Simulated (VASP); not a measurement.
Write the native input for VASP 6.6.1 that does the following.

```
Task                   : Born charges and dielectric tensor
Functional             : LDA
Potentials or basis    : VASP PAW LDA potentials, release 64 (B, N)
Cutoff                 : 600 eV
k mesh                 : 12 × 12 × 12
Occupations            : gaussian, width 0.02 eV
Spin                   : no spin polarisation
Further INCAR settings : ALGO = Normal; EDIFF = 1e-08; IBRION = 8; NSW = 1
```

The structure of BN lies in POSCAR:

```
BN
1.0
    0.0000000000      1.8033400000      1.8033400000
    1.8033400000      0.0000000000      1.8033400000
    1.8033400000      1.8033400000      0.0000000000
B N
1 1
Direct
    0.0000000000      0.0000000000      0.0000000000
    0.2500000000      0.2500000000      0.2500000000
```

The cell is a database's computed one.

The input as run:

INCAR

```
PREC = Accurate
ENCUT = 600
EDIFF = 1E-8
ISMEAR = 0
SIGMA = 0.02
LREAL = False
LASPH = True
NELM = 100
ALGO = Normal
ISIF = 2
LWAVE = False
LCHARG = False
GGA = CA
LEPSILON = True
IBRION = 8
NSW = 1
```

KPOINTS

```
regular mesh
0
Gamma
  12 12 12
```

Potentials or basis: VASP PAW LDA potentials, release 64 (B, N).

Run with:

```console
$ cat potpaw_LDA.64/B/POTCAR potpaw_LDA.64/N/POTCAR > POTCAR
$ mpirun -np 1 vasp_std > vasp.out
```

It gave:

- Band gap on the k mesh: 4.35 eV, indirect (least direct gap 8.72 eV)
- Electronic dielectric tensor (diagonal): 4.58
- Born charges (mean of the diagonal): B +1.88; N -1.88 e
- Highest phonon frequency at Γ, LO-TO splitting left out: 1042 cm⁻¹

Run time: 91 s on 1 thread of Intel(R) Xeon(R) Platinum 8559C (Emerald Rapids), on a shared host, peak memory 0.18 GiB.
